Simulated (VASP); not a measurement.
Set up this calculation in VASP 6.6.1, as the native input.

```
Task                   : relaxation of cell and atoms
Functional             : PBE
Potentials or basis    : VASP PAW PBE potentials, release 64 (Pb_d, S)
Cutoff                 : 600 eV
k mesh                 : 10 × 10 × 10
Occupations            : gaussian, width 0.02 eV
Spin                   : no spin polarisation
Further INCAR settings : ALGO = Normal; EDIFF = 1e-07; IBRION = 2; EDIFFG = -0.004; NSW = 80; ISIF = 3
```

The structure of PbS lies in POSCAR:

```
PbS
1.0
    0.0000000000      2.9657500000      2.9657500000
    2.9657500000      0.0000000000      2.9657500000
    2.9657500000      2.9657500000      0.0000000000
Pb S
1 1
Direct
    0.0000000000      0.0000000000      0.0000000000
    0.5000000000      0.5000000000      0.5000000000
```

The input as run:

INCAR

```
  PREC = Accurate
  ENCUT = 600
  EDIFF = 1E-7
  ISMEAR = 0
  SIGMA = 0.02
  LREAL = F
  LASPH = T
  NELM = 100
  ALGO = Normal
  ISIF = 3
  LWAVE = F
  LCHARG = F
  GGA = PE
  IBRION = 2
  NSW = 80
  EDIFFG = -0.004
```

KPOINTS

```
regular mesh
0
Gamma
  10 10 10
```

Potentials or basis: VASP PAW PBE potentials, release 64 (Pb_d, S).

Command:

```bash
$ cat potpaw_PBE.64/Pb_d/POTCAR potpaw_PBE.64/S/POTCAR > POTCAR
$ mpirun -np 1 vasp_std > vasp.out
```

Results of the run:

| Property | Result |
| --- | --- |
| Relaxed volume | 27.10 Å³/atom |
| Relaxed cell | a = 4.248 Å, b = 4.248 Å, c = 4.248 Å, α = 60.00°, β = 60.00°, γ = 60.00° |
| Space group after relaxing (to 0.05 Å) | Fm-3m (No. 225) |
| Energy gained by relaxing | 6.8 meV/atom |
| Ionic steps | 3 |
| Pressure after relaxing | 0.0 GPa |
| Band gap on the k mesh | 0.50 eV, direct |

Caveat: spin-orbit coupling is left out, which as a rule narrows the gap of such compounds by several tenths of an eV.

Wall time 97 s on 1 thread of Intel(R) Xeon(R) Platinum 8375C CPU @ 2.90GHz (Ice Lake) (shared host), peak memory 0.23 GiB.
